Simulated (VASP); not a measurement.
# Sr: convergence, energy difference of two geometries

Sr, Im-3m (no. 229), 1 atom in the cell. LDA, energy difference of two geometries; PAW potentials Sr_sv (LDA set). VASP 6.6.1.

Wanted: energy difference within 0.125 meV/atom.

What the run is for: energy difference; Accuracy asked: tight; Second geometry: volume scaled by 0.96.

The series start from Plane-wave cutoff (eV): 300; Smearing width (eV): 0.03; k-point mesh: 11 × 11 × 11; Precision mode (PREC): Accurate; Electronic threshold (eV): 1e-6; Electronic algorithm: ALGO=Normal. Each series keeps the choices made before it, and each single choice may use up half of a tolerance. Times cover all steps of a run.

## Plane-wave cutoff (eV)

| Plane-wave cutoff (eV) | Energy difference (meV/atom) | Time (s) |
|---|---|---|
| 180 | -23.13 | 7.9 |
| 230 | -25.61 | 13 |
| 260 | -25.71 | 14 |
| 300 | -25.63 | 14 |
| 340 | -25.58 | 22 |
| 400 | -25.64 | 21 |
| 480 | -25.63 | 26 |
| 600 (reference) | -25.63 | 44 |

## Smearing width (eV)

| Smearing width (eV) | Energy difference (meV/atom) | Time (s) |
|---|---|---|
| 0.15 | -24.73 | 14 |
| 0.1 | -25.37 | 14 |
| 0.07 | -25.64 | 14 |
| 0.05 | -25.67 | 13 |
| 0.03 | -25.63 | 14 |
| 0.02 (reference) | -25.60 | 13 |

## k-point mesh

| k-point mesh | Energy difference (meV/atom) | Time (s) |
|---|---|---|
| 4 × 4 × 4 | -28.87 | 3.6 |
| 5 × 5 × 5 | -27.35 | 3.8 |
| 6 × 6 × 6 | -28.04 | 5.2 |
| 7 × 7 × 7 | -27.14 | 5.8 |
| 9 × 9 × 9 | -26.31 | 8.8 |
| 11 × 11 × 11 | -25.63 | 14 |
| 13 × 13 × 13 | -26.27 | 18 |
| 15 × 15 × 15 | -25.99 | 26 |
| 18 × 18 × 18 (reference) | -25.90 | 34 |

## Precision mode (PREC)

| Precision mode (PREC) | Energy difference (meV/atom) | Time (s) |
|---|---|---|
| SingleN | -25.95 | 21 |
| Normal | -25.90 | 21 |
| Single | -25.85 | 38 |
| Accurate (reference) | -25.90 | 34 |

## Electronic threshold (eV)

| Electronic threshold (eV) | Energy difference (meV/atom) | Time (s) |
|---|---|---|
| 0.001 | -25.76 | 14 |
| 0.0001 | -25.95 | 19 |
| 1e-5 | -25.95 | 23 |
| 1e-6 | -25.95 | 21 |
| 1e-7 | -25.95 | 27 |
| 1e-8 (reference) | -25.95 | 28 |

## Electronic algorithm

| Electronic algorithm | Energy difference (meV/atom) | Time (s) |
|---|---|---|
| ALGO=Normal | -25.95 | 19 |
| ALGO=Fast | -25.95 | 19 |
| ALGO=VeryFast | 23.18 | 40 |
| ALGO=All ISEARCH=1 | -25.95 | 19 |
| ALGO=All ISEARCH=0 | -25.95 | 19 |
| ALGO=Damped TIME=0.4 | -25.96 | 24 |
| ALGO=Damped TIME=0.1 | -25.98 | 29 |

## Question

The rows run from the loosest to the tightest (no order: electronic algorithm). For each series: choose the loosest value from which every tighter one stays within half of the tolerance; where there is no order, keep the first row unless others stay within half of the tolerance and take at least 30 % less time, and then take the fastest.

## Answer

- Plane-wave cutoff (eV): 300
- Smearing width (eV): 0.03
- k-point mesh: 18 × 18 × 18, the tightest run, since the next looser one is off by more than half of the tolerance (convergence isn't shown beyond it)
- Precision mode (PREC): SingleN
- Electronic threshold (eV): 0.0001
- Electronic algorithm: ALGO=Normal

## All choices together

| Input | Energy difference (meV/atom) | Time (s) |
|---|---|---|
| the program's defaults (naive) | -28.29 | 1.9 |
| chosen settings | -25.90 | 16 |
| reference settings throughout | -25.80 | 146 |

The chosen settings stay within the tolerance of the reference run, but the reference itself isn't shown to be converged in: k-point mesh.

1 cheaper combination failed this check first and made the worst setting one step tighter.

## The input

INCAR:
```
GGA      = CA             # functional
ISMEAR   = -1             # smearing method
SIGMA    = 0.03           # smearing width, eV
LWAVE    = F              # write WAVECAR
LCHARG   = F              # write CHGCAR
ISIF     = 2              # what is computed and relaxed
PREC     = Normal         # precision mode
LASPH    = T              # aspherical terms in the spheres
LREAL    = F              # projectors in reciprocal space
ALGO     = Normal         # electronic algorithm
EDIFF    = 1E-4           # SCF threshold, eV
NELM     = 120            # most SCF steps
GGA_COMPAT= F            
ENCUT    = 300            # plane-wave cutoff, eV
```

KPOINTS:
```
Automatic mesh
0
Gamma
  18 18 18
  0 0 0
```

POSCAR.step1:
```
Sr
1.0
   -2.4350000000      2.4350000000      2.4350000000
    2.4350000000     -2.4350000000      2.4350000000
    2.4350000000      2.4350000000     -2.4350000000
Sr
1
Direct
    0.0000000000      0.0000000000      0.0000000000
```

POSCAR.step2:
```
Sr
1.0
   -2.4020905604      2.4020905604      2.4020905604
    2.4020905604     -2.4020905604      2.4020905604
    2.4020905604      2.4020905604     -2.4020905604
Sr
1
Direct
    0.0000000000      0.0000000000      0.0000000000
```

Commands (each step's output is kept before the next begins):
```
cat potpaw_LDA.64/Sr_sv/POTCAR > POTCAR
cp POSCAR.step1 POSCAR
mpirun -np 1 vasp_std > vasp.out
cp POSCAR.step2 POSCAR
mpirun -np 1 vasp_std > vasp.out
```

The chosen input took VASP 6.6.1 16 s on 1 core (AMD EPYC 9R45 (Zen 5)), a shared host.

## An input that fails: mixing far too strong

VASP's message: ERROR FEXCP: supplied Exchange-correletion table is too small, maximal index : 7479.

Changes against the starting input:
```
- NELM = 120
+ NELM = 55
+ IMIX = 1
+ AMIX = 2.5
+ BMIX = 0.0001
```
